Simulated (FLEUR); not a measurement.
# Au (Fm-3m) in FLEUR: a series of runs

The runs below take Au through band structure, equation of state, with r2SCAN.

Program: FLEUR MaX-R8.1 (later development tree). These are calculated values, not measurements. Logs are shortened: lines on timing, memory, paths and dates and some standing lists are left out, and cuts for length are marked.

**Measured values to compare with.**

From “Exploring toroidal anvil profiles for larger sample volumes above 4 Mbar”, 2024, pmc:11102561, for a bulk crystal of Au: bulk modulus 167 GPa.

The results are compared with them further down.

### Step 1. The structure

Symmetry: Fm-3m, No. 225, cubic system. Conventional cell: a = 4.070 Å, b = 4.070 Å, c = 4.070 Å, α = 90.00°, β = 90.00°, γ = 90.00°. Au (site symmetry m-3m) has 12 Au at 2.88 Å as nearest neighbours.

### Step 2. Band structure, r2SCAN

Input file inp.xml:

```xml
<?xml version="1.0" encoding="UTF-8" standalone="no"?>
<fleurInput fleurInputVersion="0.39">
   <comment>
      Au                                                                                                  
   </comment>
   <calculationSetup>
      <cutoffs Kmax="4.1" Gmax="12.7" GmaxXC="12.7" numbands="0"/>
      <scfLoop itmax="60" minDistance="0.00001" maxIterBroyd="15" imix="Anderson" alpha="0.05" precondParam="0.0" spinf="2.0" sdNocoIR="T"/>
      <coreElectrons ctail="F" frcor="F" kcrel="0" coretail_lmax="0"/>
      <xcFunctional name="LibXC" relativisticCorrections="F">
         <LibXCName exchange="mgga_x_r2scan" correlation="mgga_c_r2scan"/>
         <AuxGGA exchange="117" correlation="130"/>
      </xcFunctional>
      <magnetism jspins="1"/>
      <soc l_soc="F" theta="0.0" phi="0.0" spav="F"/>
      <expertModes spex="0" secvar="F"/>
      <geometryOptimization l_f="F" forcealpha="1.0" forcemix="BFGS" epsdisp="0.00001" epsforce="0.00001"/>
      <ldaU l_linMix="F" mixParam="0.05" spinf="1.0"/>
   </calculationSetup>
   <cell>
      <bzIntegration valenceElectrons="19.0" mode="hist" fermiSmearingEnergy="0.00183747">
         <kPointListSelection listName="default-1"/>
         <!-- k-points included here -->
         <xi:include xmlns:xi="http://www.w3.org/2001/XInclude" href="kpts.xml"> </xi:include>
      </bzIntegration>
      <!-- symmetry operations included here -->
      <xi:include xmlns:xi="http://www.w3.org/2001/XInclude" href="sym.xml"> </xi:include>
      <bulkLattice scale="1.0">
         <bravaisMatrix>
            <row-1>    0.0000000000000000     3.8455926635609998     3.8455926635609998</row-1>
            <row-2>    3.8455926635609998     0.0000000000000000     3.8455926635609998</row-2>
            <row-3>    3.8455926635609998     3.8455926635609998     0.0000000000000000</row-3>
         </bravaisMatrix>
      </bulkLattice>
   </cell>
   <atomSpecies>
      <species name="Gold (Au)" element="Au" atomicNumber="79">
         <mtSphere radius="2.52" gridPoints="833" logIncrement="0.016"/>
         <atomicCutoffs lmax="10" lnonsphr="8"/>
         <electronConfig flipSpins="F">
            <coreConfig>(1s1/2) (2s1/2) (2p1/2) (2p3/2) (3s1/2) (3p1/2) (3p3/2) (4s1/2) (3d3/2) (3d5/2) (4p1/2) (4p3/2) (4d3/2) (4d5/2) (4f5/2) (4f7/2)</coreConfig>
            <valenceConfig>(5s1/2) (5p1/2) (5p3/2) (6s1/2) (5d3/2) (5d5/2)</valenceConfig>
            <stateOccupation state="(6s1/2)" spinUp="0.500000" spinDown="0.500000"/>
         </electronConfig>
         <energyParameters s="6" p="6" d="5" f="5"/>
         <lo type="SCLO" l="0" n="5" eDeriv="0"/>
         <lo type="SCLO" l="1" n="5" eDeriv="0"/>
         <lo type="SCLO" l="1" n="5" eDeriv="1"/>
         <lo type="SCLO" l="2" n="5" eDeriv="2"/>
         <lo type="SCLO" l="3" n="5" eDeriv="2"/>
      </species>
   </atomSpecies>
   <atomGroups>
      <atomGroup species="Gold (Au)">
         <relPos label="                   1">.0000000000 .0000000000 .0000000000</relPos>
         <force calculate="T" relaxXYZ="TTT"/>
      </atomGroup>
   </atomGroups>
   <output dos="F" band="F" slice="F">
      <checks vchk="F" cdinf="F"/>
      <bandDOS minEnergy="-.5*Htr" maxEnergy="0.5*Htr" sigma="0.015" storeEVData="T"/>
      <vacuumDOS vacdos="F" integ="F" star="F" nstars="0" locx1="0.0" locy1="0.0" locx2="0.0" locy2="0.0" nstm="0" tworkf="0.0"/>
      <unfoldingBand unfoldBand="F" supercellX="1" supercellY="1" supercellZ="1"/>
      <plotting iplot="0" polar="F">
         <plot TwoD="T" vec1="  1.0  0.0  0.0" vec2="  0.0  1.0  0.0" vec3="  0.0  0.0  1.0" zero="  0.0  0.0  0.0" file="plot"/>
      </plotting>
      <chargeDensitySlicing numkpt="0" minEigenval="0.0" maxEigenval="0.0" nnne="0" pallst="F"/>
      <specialOutput eonly="F"/>
      <moessbauerParams electricFieldGradient="T" isomerShift="T" coreHyperfine="T" valenceHyperfine="T"/>
      <magneticCircularDichroism mcd="F" energyLo="-10.0" energyUp="0.0"/>
   </output>
  <!-- We include the file relax.xml here to enable relaxations (see documentation) -->
  <xi:include xmlns:xi="http://www.w3.org/2001/XInclude" href="relax.xml"> <xi:fallback/> </xi:include>
</fleurInput>
```

Input file crystal.txt:

```
Au
&input cartesian=F /
0.0000000000  2.0350000000  2.0350000000
2.0350000000  0.0000000000  2.0350000000
2.0350000000  2.0350000000  0.0000000000
1.8897261246
1.0 1.0 1.0

1
79 0.0000000000  0.0000000000  0.0000000000

&kpt div1=11 div2=11 div3=11 gamma=T /
```

Input file inp.xml (bands):

```
<?xml version="1.0" encoding="UTF-8" standalone="no"?>
<fleurInput fleurInputVersion="0.39">
   <comment>
      Au                                                                                                  
   </comment>
   <calculationSetup>
      <cutoffs Kmax="4.1" Gmax="12.7" GmaxXC="12.7" numbands="0"/>
      <scfLoop itmax="60" minDistance="0.00001" maxIterBroyd="15" imix="Anderson" alpha="0.05" precondParam="0.0" spinf="2.0" sdNocoIR="T"/>
      <coreElectrons ctail="F" frcor="F" kcrel="0" coretail_lmax="0"/>
      <xcFunctional name="LibXC" relativisticCorrections="F">
         <LibXCName exchange="mgga_x_r2scan" correlation="mgga_c_r2scan"/>
         <AuxGGA exchange="117" correlation="130"/>
      </xcFunctional>
      <magnetism jspins="1"/>
      <soc l_soc="F" theta="0.0" phi="0.0" spav="F"/>
      <expertModes spex="0" secvar="F"/>
      <geometryOptimization l_f="F" forcealpha="1.0" forcemix="BFGS" epsdisp="0.00001" epsforce="0.00001"/>
      <ldaU l_linMix="F" mixParam="0.05" spinf="1.0"/>
   </calculationSetup>
   <cell>
      <bzIntegration valenceElectrons="19.0" mode="hist" fermiSmearingEnergy="0.00183747">
         <kPointListSelection listName="path-1"/>
         <!-- k-points included here -->
         <xi:include xmlns:xi="http://www.w3.org/2001/XInclude" href="kpts.xml"> </xi:include>
      </bzIntegration>
      <!-- symmetry operations included here -->
      <xi:include xmlns:xi="http://www.w3.org/2001/XInclude" href="sym.xml"> </xi:include>
      <bulkLattice scale="1.0">
         <bravaisMatrix>
            <row-1>    0.0000000000000000     3.8455926635609998     3.8455926635609998</row-1>
            <row-2>    3.8455926635609998     0.0000000000000000     3.8455926635609998</row-2>
            <row-3>    3.8455926635609998     3.8455926635609998     0.0000000000000000</row-3>
         </bravaisMatrix>
      </bulkLattice>
   </cell>
   <atomSpecies>
      <species name="Gold (Au)" element="Au" atomicNumber="79">
         <mtSphere radius="2.52" gridPoints="833" logIncrement="0.016"/>
         <atomicCutoffs lmax="10" lnonsphr="8"/>
         <electronConfig flipSpins="F">
            <coreConfig>(1s1/2) (2s1/2) (2p1/2) (2p3/2) (3s1/2) (3p1/2) (3p3/2) (4s1/2) (3d3/2) (3d5/2) (4p1/2) (4p3/2) (4d3/2) (4d5/2) (4f5/2) (4f7/2)</coreConfig>
            <valenceConfig>(5s1/2) (5p1/2) (5p3/2) (6s1/2) (5d3/2) (5d5/2)</valenceConfig>
            <stateOccupation state="(6s1/2)" spinUp="0.500000" spinDown="0.500000"/>
         </electronConfig>
         <energyParameters s="6" p="6" d="5" f="5"/>
         <lo type="SCLO" l="0" n="5" eDeriv="0"/>
         <lo type="SCLO" l="1" n="5" eDeriv="0"/>
         <lo type="SCLO" l="1" n="5" eDeriv="1"/>
         <lo type="SCLO" l="2" n="5" eDeriv="2"/>
         <lo type="SCLO" l="3" n="5" eDeriv="2"/>
      </species>
   </atomSpecies>
   <atomGroups>
      <atomGroup species="Gold (Au)">
         <relPos label="                   1">.0000000000 .0000000000 .0000000000</relPos>
         <force calculate="T" relaxXYZ="TTT"/>
      </atomGroup>
   </atomGroups>
   <output dos="F" band="T" slice="F">
      <checks vchk="F" cdinf="F"/>
      <bandDOS minEnergy="-.5*Htr" maxEnergy="0.5*Htr" sigma="0.015" storeEVData="T"/>
      <vacuumDOS vacdos="F" integ="F" star="F" nstars="0" locx1="0.0" locy1="0.0" locx2="0.0" locy2="0.0" nstm="0" tworkf="0.0"/>
      <unfoldingBand unfoldBand="F" supercellX="1" supercellY="1" supercellZ="1"/>
      <plotting iplot="0" polar="F">
         <plot TwoD="T" vec1="  1.0  0.0  0.0" vec2="  0.0  1.0  0.0" vec3="  0.0  0.0  1.0" zero="  0.0  0.0  0.0" file="plot"/>
      </plotting>
      <chargeDensitySlicing numkpt="0" minEigenval="0.0" maxEigenval="0.0" nnne="0" pallst="F"/>
      <specialOutput eonly="F"/>
      <moessbauerParams electricFieldGradient="T" isomerShift="T" coreHyperfine="T" valenceHyperfine="T"/>
      <magneticCircularDichroism mcd="F" energyLo="-10.0" energyUp="0.0"/>
   </output>
  <!-- We include the file relax.xml here to enable relaxations (see documentation) -->
  <xi:include xmlns:xi="http://www.w3.org/2001/XInclude" href="relax.xml"> <xi:fallback/> </xi:include>
</fleurInput>
```

Potentials or basis: all-electron, FLAPW.

Launch:

```
> inpgen -f crystal.txt -profile fastHighL
> # inp.xml edited to the form shown
> fleur_MPI
> fleur_MPI   # second run, on inp.xml (bands)
```

The log of the run:

```text
Welcome to FLEUR        (www.flapw.de)
      MaX-Release 8.1          (www.max-centre.eu)
 func_ids         498         497         498         497
 MetaGGA potential functional detected - V_tau will be computed
 Auxiliary Potential for radial basis: exchange=         117  correlation=         130
The functional 'Re-regularized SCAN exchange by Furness et al' is an exchange functional, it belongs to the 'MGGA' family and is defined in the reference(s):
[1] J. W. Furness, A. D. Kaplan, J. Ning, J. P. Perdew, and J. Sun.,  J. Phys. Chem. Lett. 11, 8208-8215 (2020)
[2] J. W. Furness, A. D. Kaplan, J. Ning, J. P. Perdew, and J. Sun.,  J. Phys. Chem. Lett. 11, 9248-9248 (2020)
The functional 'Re-regularized SCAN correlation by Furness et al' is a correlation functional, it belongs to the 'MGGA' family and is defined in the reference(s):
[1] J. W. Furness, A. D. Kaplan, J. Ning, J. P. Perdew, and J. Sun.,  J. Phys. Chem. Lett. 11, 8208-8215 (2020)
[2] J. W. Furness, A. D. Kaplan, J. Ning, J. P. Perdew, and J. Sun.,  J. Phys. Chem. Lett. 11, 9248-9248 (2020)
 Using same functional for VXC and EXC

 ========== k-point set info ==========
 Selected k-point list: default-1
 k-point list type: mesh
 11 x 11 x 11
 Number of k points: 56

 ------------Calculation Setup---------------------------
 Number of MPI-tasks      :            1
 Number of PE/node        :            1
 Number of OMP-threads    :            1
 Most efficient MPI parallelization for:
           1           2           4           7           8          14          28          56
 Additional eigenvalue parallelization possible
 Number of basis functions:          175
 Approximate size of matrices (H+S) per k-point:         0.000 GB
 --------------------------------------------------------
The functional 'Hammer, Hansen, and Norskov' is an exchange functional, it belongs to the 'GGA' family and is defined in the reference(s):
[1] B. Hammer, L. B. Hansen, and J. K. Nørskov.,  Phys. Rev. B 59, 7413 (1999)
The functional 'Perdew, Burke & Ernzerhof' is a correlation functional, it belongs to the 'GGA' family and is defined in the reference(s):
[1] J. P. Perdew, K. Burke, and M. Ernzerhof.,  Phys. Rev. Lett. 77, 3865 (1996)
[2] J. P. Perdew, K. Burke, and M. Ernzerhof.,  Phys. Rev. Lett. 78, 1396 (1997)
 Using same functional for VXC and EXC
 Using auxiliary GGA potential for the first iteration of MetaGGA calculation.
 Reset of history
 Reset of history
 Iteration:     1   Distance:      66.84927435 me/bohr^3
The functional 'Hammer, Hansen, and Norskov' is an exchange functional, it belongs to the 'GGA' family and is defined in the reference(s):
[1] B. Hammer, L. B. Hansen, and J. K. Nørskov.,  Phys. Rev. B 59, 7413 (1999)
The functional 'Perdew, Burke & Ernzerhof' is a correlation functional, it belongs to the 'GGA' family and is defined in the reference(s):
[1] J. P. Perdew, K. Burke, and M. Ernzerhof.,  Phys. Rev. Lett. 77, 3865 (1996)
[2] J. P. Perdew, K. Burke, and M. Ernzerhof.,  Phys. Rev. Lett. 78, 1396 (1997)
 Using same functional for VXC and EXC
 Iteration:     2   Distance:      62.95928465 me/bohr^3
The functional 'Hammer, Hansen, and Norskov' is an exchange functional, it belongs to the 'GGA' family and is defined in the reference(s):
[1] B. Hammer, L. B. Hansen, and J. K. Nørskov.,  Phys. Rev. B 59, 7413 (1999)
The functional 'Perdew, Burke & Ernzerhof' is a correlation functional, it belongs to the 'GGA' family and is defined in the reference(s):
[1] J. P. Perdew, K. Burke, and M. Ernzerhof.,  Phys. Rev. Lett. 77, 3865 (1996)
[2] J. P. Perdew, K. Burke, and M. Ernzerhof.,  Phys. Rev. Lett. 78, 1396 (1997)
 Using same functional for VXC and EXC
 Iteration:     3   Distance:      59.75459554 me/bohr^3
The functional 'Hammer, Hansen, and Norskov' is an exchange functional, it belongs to the 'GGA' family and is defined in the reference(s):
[1] B. Hammer, L. B. Hansen, and J. K. Nørskov.,  Phys. Rev. B 59, 7413 (1999)
The functional 'Perdew, Burke & Ernzerhof' is a correlation functional, it belongs to the 'GGA' family and is defined in the reference(s):
[1] J. P. Perdew, K. Burke, and M. Ernzerhof.,  Phys. Rev. Lett. 77, 3865 (1996)
[2] J. P. Perdew, K. Burke, and M. Ernzerhof.,  Phys. Rev. Lett. 78, 1396 (1997)
 Using same functional for VXC and EXC
 Iteration:     4   Distance:       8.27165114 me/bohr^3
The functional 'Hammer, Hansen, and Norskov' is an exchange functional, it belongs to the 'GGA' family and is defined in the reference(s):
[1] B. Hammer, L. B. Hansen, and J. K. Nørskov.,  Phys. Rev. B 59, 7413 (1999)
The functional 'Perdew, Burke & Ernzerhof' is a correlation functional, it belongs to the 'GGA' family and is defined in the reference(s):
[1] J. P. Perdew, K. Burke, and M. Ernzerhof.,  Phys. Rev. Lett. 77, 3865 (1996)
[2] J. P. Perdew, K. Burke, and M. Ernzerhof.,  Phys. Rev. Lett. 78, 1396 (1997)
 Using same functional for VXC and EXC
 Iteration:     5   Distance:       1.90259334 me/bohr^3
The functional 'Hammer, Hansen, and Norskov' is an exchange functional, it belongs to the 'GGA' family and is defined in the reference(s):
[... 46 lines left out ...]
 Using same functional for VXC and EXC
 Iteration:    12   Distance:       0.00028243 me/bohr^3
The functional 'Hammer, Hansen, and Norskov' is an exchange functional, it belongs to the 'GGA' family and is defined in the reference(s):
[1] B. Hammer, L. B. Hansen, and J. K. Nørskov.,  Phys. Rev. B 59, 7413 (1999)
The functional 'Perdew, Burke & Ernzerhof' is a correlation functional, it belongs to the 'GGA' family and is defined in the reference(s):
[1] J. P. Perdew, K. Burke, and M. Ernzerhof.,  Phys. Rev. Lett. 77, 3865 (1996)
[2] J. P. Perdew, K. Burke, and M. Ernzerhof.,  Phys. Rev. Lett. 78, 1396 (1997)
 Using same functional for VXC and EXC
 Iteration:    13   Distance:       0.00027103 me/bohr^3
The functional 'Hammer, Hansen, and Norskov' is an exchange functional, it belongs to the 'GGA' family and is defined in the reference(s):
[1] B. Hammer, L. B. Hansen, and J. K. Nørskov.,  Phys. Rev. B 59, 7413 (1999)
The functional 'Perdew, Burke & Ernzerhof' is a correlation functional, it belongs to the 'GGA' family and is defined in the reference(s):
[1] J. P. Perdew, K. Burke, and M. Ernzerhof.,  Phys. Rev. Lett. 77, 3865 (1996)
[2] J. P. Perdew, K. Burke, and M. Ernzerhof.,  Phys. Rev. Lett. 78, 1396 (1997)
 Using same functional for VXC and EXC
 Iteration:    14   Distance:       0.00004833 me/bohr^3
The functional 'Hammer, Hansen, and Norskov' is an exchange functional, it belongs to the 'GGA' family and is defined in the reference(s):
[1] B. Hammer, L. B. Hansen, and J. K. Nørskov.,  Phys. Rev. B 59, 7413 (1999)
The functional 'Perdew, Burke & Ernzerhof' is a correlation functional, it belongs to the 'GGA' family and is defined in the reference(s):
[1] J. P. Perdew, K. Burke, and M. Ernzerhof.,  Phys. Rev. Lett. 77, 3865 (1996)
[2] J. P. Perdew, K. Burke, and M. Ernzerhof.,  Phys. Rev. Lett. 78, 1396 (1997)
 Using same functional for VXC and EXC
 Iteration:    15   Distance:       0.00000224 me/bohr^3

 ********************************************************************
 Run finished successfully
 Stop message:
   all done
 ********************************************************************
```

It took 16 s on 1 thread of Arm Neoverse V2, shared host; peak memory 0.08 GiB.

What came out:

| Quantity | Value |
| --- | --- |
| Free energy | -518272.1432 eV |
| Band gap along the path | none (metal or under the smearing width) |
| Valence electrons inside the program's atomic spheres | Au 17.56 (radii Au 2.52 bohr) |

Levels at the corners of the path, in eV from the Fermi level:
| point | band 7 | band 8 | band 9 | band 10 | band 11 | band 12 |
| --- | --- | --- | --- | --- | --- | --- |
| Γ | -5.07 | -5.07 | -3.51 | -3.51 | 15.11 | 19.28 |
| X | -2.29 | -1.88 | -1.88 | 1.11 | 6.08 | 10.49 |
| W | -5.53 | -3.65 | -1.87 | 4.97 | 6.62 | 6.62 |
| K | -4.13 | -3.20 | -2.35 | 4.06 | 4.90 | 7.84 |
| Γ | -5.07 | -5.07 | -3.51 | -3.51 | 15.11 | 19.28 |
| L | -5.12 | -2.23 | -2.23 | -0.89 | 3.21 | 14.61 |
| U | -4.13 | -3.20 | -2.35 | 4.06 | 4.90 | 7.84 |
| W | -5.53 | -3.65 | -1.87 | 4.97 | 6.62 | 6.62 |
| L | -5.12 | -2.23 | -2.23 | -0.89 | 3.21 | 14.61 |
| K | -4.13 | -3.20 | -2.35 | 4.06 | 4.90 | 7.84 |
| U | -4.13 | -3.20 | -2.35 | 4.06 | 4.90 | 7.84 |
| X | -2.29 | -1.88 | -1.88 | 1.11 | 6.08 | 10.49 |

Core levels (eV from the Fermi level):
```
atom                                                                                                                                                                                                                                     levels
1 Au  1s1/2 -80657.2, 2s1/2 -14217.2, 2p1/2 -13630.1, 2p3/2 -11794.3, 3s1/2 -3353.2, 3p1/2 -3089.9, 3p3/2 -2684.7, 4s1/2 -725.7, 3d3/2 -2249.1, 3d5/2 -2162.0, 4p1/2 -613.5, 4p3/2 -516.3, 4d3/2 -333.1, 4d5/2 -315.0, 4f5/2 -80.2, 4f7/2 -76.3
```

Caveat: the meta-GGA is that of a development version, with a GGA for the radial functions and cores and without core tails; spin-orbit coupling is left out, which moves the levels of the heavy elements.

### Step 3. Equation of state, r2SCAN, 15.84 Å³/atom (volume scaled by 0.94)

Edit inp.xml of step 2 so:

```diff
@@ -27,3 +27,3 @@
       <xi:include xmlns:xi="http://www.w3.org/2001/XInclude" href="sym.xml"> </xi:include>
-      <bulkLattice scale="1.0">
+      <bulkLattice scale="0.9795861087">
          <bravaisMatrix>
@@ -37,3 +37,3 @@
       <species name="Gold (Au)" element="Au" atomicNumber="79">
-         <mtSphere radius="2.52" gridPoints="833" logIncrement="0.016"/>
+         <mtSphere radius="2.47" gridPoints="833" logIncrement="0.016"/>
          <atomicCutoffs lmax="10" lnonsphr="8"/>
```

Potentials or basis: all-electron, FLAPW.

Launch:

```
> inpgen -f crystal.txt -profile fastHighL
> # inp.xml edited to the form shown
> fleur_MPI
```

It took 14 s on 1 thread of Arm Neoverse V2, shared host; peak memory 0.08 GiB.

It converged, with:

```yaml
Free_energy: -518272.0561 eV
Band_gap_on_the_k_mesh: none (metal or under the smearing width)
Valence_electrons_inside_the_program's_atomic_spheres: Au 17.48 (radii Au 2.47 bohr)
```

Caveat: the meta-GGA is that of a development version, with a GGA for the radial functions and cores and without core tails.

### Step 4. Equation of state, r2SCAN, 16.18 Å³/atom (volume scaled by 0.96)

Edit inp.xml of step 3 so:

```diff
@@ -27,3 +27,3 @@
       <xi:include xmlns:xi="http://www.w3.org/2001/XInclude" href="sym.xml"> </xi:include>
-      <bulkLattice scale="0.9795861087">
+      <bulkLattice scale="0.9864848297">
          <bravaisMatrix>
```

Launch:

```
> inpgen -f crystal.txt -profile fastHighL
> # inp.xml edited to the form shown
> fleur_MPI
```

Wall time 14 s (1 thread of Arm Neoverse V2, shared host); peak memory 0.08 GiB.

Results (log left out):

| Property | Result |
| --- | --- |
| Free energy | -518272.0950 eV |
| Band gap on the k mesh | none (metal or under the smearing width) |
| Valence electrons inside the program's atomic spheres | Au 17.45 (radii Au 2.47 bohr) |

Caveat: the meta-GGA is that of a development version, with a GGA for the radial functions and cores and without core tails.

### Step 5. Equation of state, r2SCAN, 16.85 Å³/atom

Edit inp.xml of step 4 so:

```diff
@@ -27,3 +27,3 @@
       <xi:include xmlns:xi="http://www.w3.org/2001/XInclude" href="sym.xml"> </xi:include>
-      <bulkLattice scale="0.9864848297">
+      <bulkLattice scale="1.0000000000">
          <bravaisMatrix>
```

Launch:

```
> inpgen -f crystal.txt -profile fastHighL
> # inp.xml edited to the form shown
> fleur_MPI
```

It took 14 s on 1 thread of Arm Neoverse V2, shared host; peak memory 0.08 GiB.

The run converged. Its results:

```
Free energy                                           : -518272.1421 eV
Band gap on the k mesh                                : none (metal or under the smearing width)
Valence electrons inside the program's atomic spheres : Au 17.40 (radii Au 2.47 bohr)
```

Caveat: the meta-GGA is that of a development version, with a GGA for the radial functions and cores and without core tails.

(Part 1 of 2 ends here.)
